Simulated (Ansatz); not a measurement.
This Ansatz 0.2.0 run on Be needs a look.

The input input.yaml:

```yaml
crystal:
  lattice:
    - [-1.2531209513, 1.2531209513, 1.2531209513]
    - [1.2531209513, -1.2531209513, 1.2531209513]
    - [1.2531209513, 1.2531209513, -1.2531209513]
  atoms:
    - { symbol: Be, position: [0.0, 0.0, 0.0] }
hamiltonian:
  xc: lda
  pseudopotentials: { kind: nc }
kpoints:
  mp_grid: { grid: [8, 8, 8] }
  band_path:
    path:
      - [[0.0, 0.0, 0.0], [0.5, -0.5, 0.5], [0.0, 0.0, 0.5], [0.0, 0.0, 0.0], [0.25, 0.25, 0.25], [0.5, -0.5, 0.5]]
      - [[0.25, 0.25, 0.25], [0.0, 0.0, 0.5]]
    npoints: 14
scf:
  occupations: { method: fermi_dirac, width: 0.05 }
  n_extra_bands: 6
  max_iter: 50
output:
  forces: true
  stress: true
  eigenvalues: true
  fatbands: false
magnetization:
  spin_polarized: true
  spin_orbit: true
```

Potentials or basis: as the typed override names.

Command:

```bash
$ ansatz run input.yaml --threads 2 --pin off --max-ram 5632MiB --backend cpu --events-out ev --progress --plain --runs-dir out
```

Output:

```text
Error: 2 input errors — fix all and re-run
  1. inconsistent input (magnetization.spin_orbit, magnetization.noncollinear): true requires noncollinear: true — spin–orbit coupling acts on 2-spinor wavefunctions; set both flags
  2. inconsistent input (magnetization.spin_orbit, hamiltonian.pseudopotentials.kind): true requires a fully-relativistic hamiltonian.pseudopotentials.kind (nc_fr or paw_fr), or kind: all_electron without datasets and azcp, which then solves Dirac's equation on LAPW. paw_fr resolves this project's PAW files (source: ansatz) by j as it reads them
```

Task: Diagnose the run.

Result: The input was rejected before any iteration. The input holds a flaw that was put in on purpose: spin-orbit coupling on scalar files (magnetization = spin_polarized True, spin_orbit True; hamiltonian.pseudopotentials = kind nc).
